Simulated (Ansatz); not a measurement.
## Ge under changes of volume

One of the cells (22.639 Å³/atom); the others are scaled copies at fixed shape and fractional positions:

```xyz
2
Lattice="0.0000 2.8289 2.8289 2.8289 0.0000 2.8289 2.8289 2.8289 0.0000" Properties=species:S:1:pos:R:3 pbc="T T T"
Ge    4.2434    4.2434    4.2434
Ge    2.8289    2.8289    2.8289
```

| Item | Value |
| --- | --- |
| Program | Ansatz 0.2.0 |
| Functional | RPBE |
| Potentials or basis | Ansatz PAW |
| Cutoff | 420 eV (not typed: the program's choice for these potentials) |
| k mesh | 8 × 8 × 8 |
| Occupations | fermi-dirac, width 0.05 eV |
| Spin | no spin polarisation |

| volume (Å³/atom) | energy over the lowest point (meV/atom) | pressure (GPa) | gap on the mesh (eV) |
| --- | --- | --- | --- |
| 21.281 | 96.60 | 11.1 | 0.45 |
| 21.733 | 68.39 | 9.0 | 0.39 |
| 22.186 | 45.80 | 7.1 | 0.32 |
| 22.639 | 28.22 | 5.4 | 0.14 |
| 23.092 | 14.99 | 4.0 | none |
| 23.545 | ? | ? | ? |
| 23.997 | 0.00 | 1.4 | none |

Problem. What does the run at 23.545 Å³/atom give?

Solution. Energy over the lowest point 5.68 meV/atom; pressure 2.6 GPa; gap on the mesh none.

Worked out: A Birch-Murnaghan fit of order 3 (a polynomial in V^(-2/3)) to the other rows has its minimum at 24.67 Å³/atom, just outside them, with B0 = V·E''(V) = 50 GPa and B' = 5.6. It gives 5.76 meV/atom at 23.545 Å³/atom, against the run's 5.68, and -dE/dV = 2.6 GPa, against 2.6.

Energies are extrapolated to zero smearing.

Caveats: the PAW data sets come from PBE, with cores solved anew for the run's functional, which leaves a small shift of forces and pressure.

A mesh can miss the band edges. Spin-orbit coupling on Ge is left out.

A gap of «none» marks a metal or a gap under the smearing width.
